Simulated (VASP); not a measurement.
# HCl (I4mm) in VASP: notebook

Runs on HCl. Level: PBEsol. Tasks: phonons.

Everything below comes from runs of VASP 6.6.1. Logs are shortened: lines on timing, memory, paths and dates and some standing lists are left out, and cuts for length are marked.

**1. The crystal as given**

Symmetry: I4mm, No. 107, tetragonal system. Conventional cell: a = 3.512 Å, b = 3.512 Å, c = 4.874 Å, α = 90.00°, β = 90.00°, γ = 90.00°. H (site symmetry 4mm) has 1 Cl at 1.30 Å as nearest neighbours. Cl (site symmetry 4mm) is surrounded by 1 H at 1.30 Å.

The cell comes from a database or a generator and needn't be the stable form of this composition.

**2. Phonons, PBEsol**

Contents of INCAR:

```
SYSTEM = HCl
  PREC = Accurate
  ENCUT = 520
  EDIFF = 1E-8
  ISMEAR = 0
  SIGMA = 0.01
  LREAL = .False.
  LASPH = .True.
  NELM = 100
  ALGO = Normal
  ISIF = 2
  LWAVE = .False.
  LCHARG = .True.
  GGA = PS
  IBRION = 8
  NSW = 1
  LEPSILON = .True.
```

Contents of KPOINTS:

```
Automatic mesh
0
Gamma
  8 8 8
  0 0 0
```

Contents of POSCAR:

```
HCl
1.0
   -1.7562097459      1.7562098829      2.4369745190
    1.7562097459     -1.7562098829      2.4369745190
    1.7562097459      1.7562098829     -2.4369745190
H Cl
1 1
Direct
    0.7002418896      0.7002418896      0.0000000000
    0.9677581104      0.9677581104      0.0000000000
```

Potentials or basis: VASP PAW PBE potentials, release 64 (H, Cl).

The run is started by

```
$ cat potpaw_PBE.64/H/POTCAR potpaw_PBE.64/Cl/POTCAR > POTCAR
$ mpirun -np 1 vasp_std > vasp.out
```

OUTCAR:

```text
SYSTEM = HCl
   PREC = Accurate
   ENCUT = 520
   EDIFF = 1E-8
   ISMEAR = 0
   LREAL = .False.
   LASPH = .True.
   NELM = 100
   ISIF = 2
   GGA = PS
   IBRION = 8
   NSW = 1
   LEPSILON = .True.

 ion  position               nearest neighbor table
   1  0.700  0.700  0.000-   2 1.30
   2  0.968  0.968  0.000-   1 1.30

  LATTYP: Found a body centered tetragonal cell.
 ALAT       =     3.5124194918
 C/A-ratio  =     1.3876329548

  Lattice vectors:

 A1 = (  -1.7562097459,   1.7562098829,   2.4369745190)
 A2 = (   1.7562097459,  -1.7562098829,   2.4369745190)
 A3 = (   1.7562097459,   1.7562098829,  -2.4369745190)

Analysis of symmetry for initial positions (statically):
=====================================================================
 Subroutine PRICEL returns:
 Original cell was already a primitive cell.

 Routine SETGRP: Setting up the symmetry group for a
 body centered tetragonal supercell.

 Subroutine GETGRP returns: Found  8 space group operations
 (whereof  8 operations were pure point group operations)
 out of a pool of 16 trial point group operations.

The static configuration has the point symmetry C_4v.

Analysis of symmetry for dynamics (positions and initial velocities):
=====================================================================
 Subroutine PRICEL returns:
 Original cell was already a primitive cell.

 Routine SETGRP: Setting up the symmetry group for a
 body centered tetragonal supercell.

 Subroutine GETGRP returns: Found  8 space group operations
 (whereof  8 operations were pure point group operations)
 out of a pool of 16 trial point group operations.

The dynamic configuration has the point symmetry C_4v.

 Subroutine INISYM returns: Found  8 space group operations
 (whereof  8 operations are pure point group operations),
 and found     1 'primitive' translations

----------------------------------------------------------------------------------------

                                     Primitive cell

  volume of cell :      30.0652

  direct lattice vectors                    reciprocal lattice vectors
    -1.756209746  1.756209883  2.436974519     0.000000000  0.284704012  0.205172437
     1.756209746 -1.756209883  2.436974519     0.284704034  0.000000000  0.205172437
     1.756209746  1.756209883 -2.436974519     0.284704034  0.284704012  0.000000000

  length of vectors
     3.479567592  3.479567592  3.479567592     0.350930340  0.350930358  0.402632291

  position of ions in fractional coordinates (direct lattice)
     0.700241890  0.700241890  0.000000000
     0.967758110  0.967758110  0.000000000

  ion indices of the primitive-cell ions
   primitive index   ion index
                 1           1
                 2           2

----------------------------------------------------------------------------------------

 KPOINTS: Automatic mesh

Automatic generation of k-mesh.
 Grid dimensions read from file:
 generate k-points for:    8    8    8

 Generating k-lattice:

  Cartesian coordinates                     Fractional coordinates (reciprocal lattice)
     0.000000000  0.035588002  0.025646555     0.125000000 -0.000000000  0.000000000
     0.035588004  0.000000000  0.025646555    -0.000000000  0.125000000  0.000000000
     0.035588004  0.035588002  0.000000000     0.000000000  0.000000000  0.125000000

  Length of vectors
     0.043866292  0.043866295  0.050329036

  Shift w.r.t. Gamma in fractional coordinates (k-lattice)
     0.000000000  0.000000000  0.000000000

 Subroutine IBZKPT returns following result:
 ===========================================

 Found     59 irreducible k-points:

 Following reciprocal coordinates:
            Coordinates               Weight
  0.000000  0.000000  0.000000      1.000000
  0.125000  0.000000  0.000000      8.000000
  0.250000  0.000000  0.000000      8.000000
  0.375000  0.000000  0.000000      8.000000
  0.500000  0.000000  0.000000      4.000000
  0.125000  0.125000  0.000000      8.000000
[... 378 lines left out ...]
  ---------------------------------------------------
  free  energy   TOTEN  =        -6.1568626633 eV

  energy  without entropy=       -6.1568626633  energy(sigma->0) =       -6.15686266

 HEAD OF MICROSCOPIC STATIC DIELECTRIC TENSOR (INDEPENDENT PARTICLE, excluding Hartree and local field effects)
 ------------------------------------------------------
           3.043572     0.000000     0.000000
           0.000000     3.043572     0.000000
           0.000000    -0.000000     3.466447
 ------------------------------------------------------

 Free energy of the ion-electron system (eV)
  ---------------------------------------------------
  ---------------------------------------------------
  free energy    TOTEN  =        -0.16392974 eV

  energy without entropy =       -0.16392974

------------------------ aborting loop because EDIFF is reached ----------------------------------------

--------------------------------------- Ionic step        2  -------------------------------------------

------------------------ aborting loop because EDIFF is reached ----------------------------------------

--------------------------------------- Ionic step        3  -------------------------------------------

------------------------ aborting loop because EDIFF is reached ----------------------------------------

 PIEZOELECTRIC TENSOR FIELD DIRECTION 3  (e Angst)
 -----------------------------------------------------------------------------
     0.14423  0.00000  0.00000           ( -0.02615  0.00000  0.00000)
     0.00000  0.14423  0.00000           (  0.00000 -0.02615  0.00000)
     0.00000  0.00000 -0.22729           (  0.00000  0.00000  0.04751)

 PIEZOELECTRIC TENSOR FIELD DIRECTION 3  (C/m^2)
 -----------------------------------------------------------------------------
     0.07686  0.00000  0.00000
     0.00000  0.07686  0.00000
     0.00000  0.00000 -0.12112

--------------------------------------- Ionic step        4  -------------------------------------------

------------------------ aborting loop because EDIFF is reached ----------------------------------------

[... ionic steps 5 to 5 ...]

--------------------------------------- Ionic step        6  -------------------------------------------

------------------------ aborting loop because EDIFF is reached ----------------------------------------

--------------------------------------- Ionic step        7  -------------------------------------------

------------------------ aborting loop because EDIFF is reached ----------------------------------------

[... ionic steps 8 to 8 ...]

--------------------------------------- Ionic step        9  -------------------------------------------

 Free energy of the ion-electron system (eV)
  ---------------------------------------------------
  ---------------------------------------------------
  free energy    TOTEN  =        -0.18575116 eV

  energy without entropy =       -0.18575116

------------------------ aborting loop because EDIFF is reached ----------------------------------------

 INTERNAL STRAIN TENSOR  FOR ION    2  DIRECTION 3   (eV/Angst):
 -----------------------------------------------------------------------------
    -0.67143  0.00000  0.00000
     0.00000 -0.67143 -0.00000
     0.00000 -0.00000-33.69371

 MACROSCOPIC STATIC DIELECTRIC TENSOR (including local field effects in DFT)
 ------------------------------------------------------
           2.784379     0.000000     0.000000
           0.000000     2.784380     0.000000
          -0.000000     0.000000     2.893755
 ------------------------------------------------------

 PIEZOELECTRIC TENSOR (including local field effects)  for field in x, y, z        (e  Angst)
          XX          YY          ZZ          XY          YZ          ZX
  --------------------------------------------------------------------------------
  x     0.00000    -0.00000     0.00000     0.00000     0.00000     0.13769
  y     0.00000     0.00000     0.00000     0.00000     0.13769     0.00000
  z     0.14423     0.14423    -0.22729     0.00000     0.00000     0.00000

 PIEZOELECTRIC TENSOR (including local field effects)  for field in x, y, z        (C/m^2)
          XX          YY          ZZ          XY          YZ          ZX
  --------------------------------------------------------------------------------
  x     0.00000    -0.00000     0.00000     0.00000     0.00000     0.07338
  y     0.00000     0.00000     0.00000     0.00000     0.07338     0.00000
  z     0.07686     0.07686    -0.12112     0.00000     0.00000     0.00000

 BORN EFFECTIVE CHARGES (including local field effects) (in |e|, cummulative output)
 ---------------------------------------------------------------------------------
 ion    1
    1     0.39393     0.00000     0.00000
    2    -0.00000     0.39393     0.00000
    3     0.00000     0.00000     0.58845
 ion    2
    1    -0.39393    -0.00000    -0.00000
    2     0.00000    -0.39393     0.00000
    3    -0.00000     0.00000    -0.58845

 INTERNAL STRAIN TENSOR FOR ION    2 for displacements in x,y,z  (eV/Angst):
          X           Y           Z          XY          YZ          ZX
  --------------------------------------------------------------------------------
  x     0.00000     0.00000     0.00000     0.00000     0.00000    -0.99099
  y     0.00000     0.00000     0.00000     0.00000    -0.28890     0.00000
  z    -0.67143    -0.67143   -33.69371     0.00000     0.00000     0.00000

 SECOND DERIVATIVES (NOT SYMMETRIZED)
 ------------------------------------
               1X          1Y          1Z          2X          2Y          2Z
  1X    -0.182366    0.000000    0.000000    0.182366    0.000000    0.000000
  1Y     0.000000   -0.182366    0.000000    0.000000    0.182366    0.000000
  1Z     0.000000    0.000000  -26.140782    0.000000    0.000000   26.140782
  2X     0.176933    0.000000    0.000000   -0.176933   -0.000000    0.000000
  2Y    -0.000000    0.176933    0.000000    0.000000   -0.176933    0.000000
  2Z     0.000000    0.000000   26.132023    0.000000    0.000000  -26.132023

 Eigenvectors and eigenvalues of the dynamical matrix
 ----------------------------------------------------

   1 f  =   81.049093 THz   509.246468 2PiTHz 2703.506723 cm-1   335.191963 meV
             X         Y         Z           dx          dy          dz
      0.000000  0.000000  3.412943    -0.000000    0.000000    0.986193
      0.000000  0.000000  4.716804     0.000000   -0.000000   -0.165601
[... 21 lines left out ...]
   6 f/i=    0.016477 THz     0.103530 2PiTHz    0.549622 cm-1     0.068144 meV
             X         Y         Z           dx          dy          dz
      0.000000  0.000000  3.412943    -0.000002    0.163226    0.000000
      0.000000  0.000000  4.716804    -0.000013    0.986589    0.000000

--------------------------------------------------------------------------------------------------------

 MACROSCOPIC STATIC DIELECTRIC TENSOR IONIC CONTRIBUTION
 ------------------------------------------------------
           5.198373    -0.000000     0.000000
          -0.000000     5.198374    -0.000000
           0.000000    -0.000000     0.079740
 ------------------------------------------------------

 ELASTIC MODULI CONTR FROM IONIC RELAXATION (kBar)
 Direction    XX          YY          ZZ          XY          YZ          ZX
 --------------------------------------------------------------------------------
 XX          -0.8020     -0.8020    -43.2052      0.0000      0.0000      0.0000
 YY          -0.8020     -0.8020    -43.2052      0.0000      0.0000      0.0000
 ZZ         -43.2052    -43.2052  -2327.6472      0.0000      0.0000      0.0000
 XY           0.0000      0.0000      0.0000      0.0000      0.0000      0.0000
 YZ           0.0000      0.0000      0.0000      0.0000    -63.2005      0.0000
 ZX           0.0000      0.0000      0.0000      0.0000      0.0000   -194.0599
 --------------------------------------------------------------------------------

 PIEZOELECTRIC TENSOR IONIC CONTR  for field in x, y, z        (C/m^2)
          XX          YY          ZZ          XY          YZ          ZX
  --------------------------------------------------------------------------------
  x     0.00000     0.00000     0.00000     0.00000    -0.00000     0.94509
  y    -0.00000    -0.00000    -0.00000     0.00000     0.53934    -0.00000
  z     0.00752     0.00752     0.40539     0.00000    -0.00000     0.00000
```

Run time: 3.3 min. Hardware: 1 thread of AMD EPYC 9R45 (Zen 5), shared host; peak memory 0.23 GiB.

What came out:

- Electronic dielectric tensor (diagonal): 2.78, 2.78, 2.89
- Born charges (mean of the diagonal): H +0.46; Cl -0.46 e
- Highest phonon frequency at Γ, LO-TO splitting left out: 2704 cm⁻¹

Phonon frequencies in cm⁻¹ (negative: imaginary):
| q point | frequencies |
| --- | --- |
| (0.000, 0.000, 0.000) | -1 -1 0 226 226 2704 |

Electronic dielectric tensor:
```
2.78 0.00 0.00
0.00 2.78 0.00
0.00 0.00 2.89
```

Born effective charge tensors (e):
atom 1, H
```
0.39 0.00 0.00
0.00 0.39 0.00
0.00 0.00 0.59
```
atom 2, Cl
```
-0.39  0.00  0.00
 0.00 -0.39  0.00
 0.00  0.00 -0.59
```

Caveat: the atoms weren't relaxed first, which shifts response properties.

(Continued in part 2 of 2.)
